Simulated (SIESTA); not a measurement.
Crystal: Pd.

```
CELL_PARAMETERS angstrom
0.00000 1.94650 1.94650
1.94650 0.00000 1.94650
1.94650 1.94650 0.00000
ATOMIC_POSITIONS crystal
Pd 0.00000 0.00000 0.00000
```

Base run:

| Item | Value |
| --- | --- |
| Program | SIESTA 5.4.2 |
| Functional | PBE |
| Potentials or basis | PseudoDojo 0.4 standard (PBE files) |
| Basis | DZP (energy shift 0.003 Ry; two zetas on semicore shells) |
| Grid cutoff | 800 Ry |
| Energy shift | 0.003 Ry |
| k mesh | 12 × 12 × 12 |
| Occupations | fermi-dirac, width 0.05 eV |
| Spin | no spin polarisation |

Its results: band gap on the k mesh none (metal or under the smearing width); pressure 7.4 GPa.

Q: The run is repeated on the same cell with these changes: functional from PBE to RPBE. What comes out?

A: Band gap on the k mesh none (metal or under the smearing width); pressure 12.2 GPa.

RPBE binds less tightly than PBE, so the same cell stands under more pressure.

Caveats: the basis of atomic orbitals isn't converged, which shifts pressures, moduli and gaps; the potentials were made for another functional, which shifts forces and pressure (some runs).
